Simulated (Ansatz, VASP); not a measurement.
## Two plane-wave programs on Hf2B3

```
Hf B
1.0
     4.17470    0.00000    0.00000
     0.00000    4.17470    0.00000
     0.00000    0.00000    4.17470
Hf B
2 3
Cartesian
  0.0000 0.0000 0.0000
  2.0873 2.0873 2.0873
  0.0000 2.0873 2.0873
  2.0873 0.0000 2.0873
  2.0873 2.0873 0.0000
```

Alike in both runs: functional PBE; k mesh 10 × 10 × 10; occupations gaussian, width 0.1 eV; no spin polarisation.

Ansatz relaxed the structure, and its values are those at the end. VASP's run is a single point on that final structure, the one shown.

|  | VASP | Ansatz |
| --- | --- | --- |
| version | VASP 6.6.1 | Ansatz 0.2.0 |
| potentials or method | VASP PAW PBE potentials, release 64 (Hf_pv, B) | scalar-relativistic, plane waves, PAW |
| plane-wave cutoff (eV) | 520 | 420 |
| valence electrons in the cell | 29 | 61 |

|  | VASP | Ansatz | Ansatz less VASP |
| --- | --- | --- | --- |
| gap on the k mesh at the Fermi level (eV) | none | none | - |
| pressure (GPa) | 1.0 | 0.0 | -1.04 |

A gap of «none» marks a metal or a gap that the smearing closes. With one functional, cell and mesh, what is left measures potentials, basis and numerics. The two sets of potentials don't hold the same shells in valence.

Spin-orbit coupling is left out, which matters for the levels of Hf.
